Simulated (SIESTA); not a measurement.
Runs of SIESTA 5.4.2 on Os. The cell holds a slab with vacuum, 5 atoms: a = 2.751 Å, b = 2.751 Å, c = 23.984 Å, α = 90.00°, β = 90.00°, γ = 120.00°. The slab is cut from a database's or a generator's crystal, which needn't be the stable form of the element.

```csv
level,potentials or basis,gap on the mesh (eV),largest force (eV/Å),work function (eV)
PW91,"PseudoDojo 0.4 standard (PBE files), DZP (energy shift 0.003 Ry; two zetas on semicore shells)",none,(c),(b)
revPBE,"PseudoDojo 0.4 standard (PBE files), DZP (energy shift 0.003 Ry; two zetas on semicore shells)",none,0.94,5.18
WC,"PseudoDojo 0.4 standard (PBEsol files), DZP (energy shift 0.003 Ry; two zetas on semicore shells)",none,1.38,5.39
PBE,"PseudoDojo 0.4 standard (PBE files), DZP (energy shift 0.003 Ry; two zetas on semicore shells)",none,1.04,5.28
BLYP,"PseudoDojo 0.4 standard (PBE files), DZP (energy shift 0.003 Ry; two zetas on semicore shells)",none,(a),4.89
AM05,"PseudoDojo 0.4 standard (PBEsol files), DZP (energy shift 0.003 Ry; two zetas on semicore shells)",none,1.57,5.33
PBEsol,"PseudoDojo 0.4 standard (PBEsol files), DZP (energy shift 0.003 Ry; two zetas on semicore shells)",none,1.47,5.40
LDA,"PseudoDojo 0.4 standard (LDA files), DZP (energy shift 0.003 Ry; two zetas on semicore shells)",none,1.71,5.57
RPBE,"PseudoDojo 0.4 standard (PBE files), DZP (energy shift 0.003 Ry; two zetas on semicore shells)",none,0.89,5.17
```

Alike in all rows: task band structure; no spin polarisation; cell as given; k mesh 11 × 11 × 1; smearing fermi-dirac 0.05 eV; grid cutoff 800 Ry; energy shift 0.003 Ry.

Q: Estimate the missing entries.

A: (a) 0.86; (b) 5.32; (c) 1.01.

Caveats: the basis of atomic orbitals isn't converged, which shifts pressures, moduli and gaps; the potentials were made for another functional, which shifts forces and pressure (some runs).

A k mesh can miss the band edges, and the runs leave out spin-orbit coupling on Os.

A gap of «none» marks a metal or a gap under the smearing width.

Not every run made on this cell is shown here.
